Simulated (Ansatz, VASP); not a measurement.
## Two plane-wave programs on ZnO

```xyz
4
Lattice="3.2305 0.0000 0.0000 -1.6153 2.7977 0.0000 0.0000 0.0000 5.2139" Properties=species:S:1:pos:R:3 pbc="T T T"
Zn    1.6153    0.9326    2.6103
Zn    0.0000    1.8651    0.0033
O     1.6153    0.9326    4.5866
O     0.0000    1.8651    1.9796
```

Alike in both runs: task single point; functional PBEsol; k mesh 9 × 9 × 6; occupations gaussian, width 0.02 eV; no spin polarisation.

|  | VASP | Ansatz |
| --- | --- | --- |
| version | VASP 6.6.1 | Ansatz 0.2.0 |
| potentials or method | VASP PAW PBE potentials, release 64 (Zn, O) | scalar-relativistic, plane waves, PAW |
| plane-wave cutoff (eV) | 520 | 420 |
| valence electrons in the cell | 36 | 36 |

Ansatz gave:

| Quantity | Value |
| --- | --- |
| gap on the k mesh at the Fermi level (eV) | 0.70 |
| least direct gap on the mesh (eV) | 0.70 |
| pressure (GPa) | 0.0 |

**Question.** What did VASP give for the same quantities?

**Answer.** gap on the k mesh at the Fermi level (eV): 0.69; least direct gap on the mesh (eV): 0.69; pressure (GPa): 0.7.

Caveats: the PAW data sets were made with another functional, which shifts forces and pressure a little (VASP).
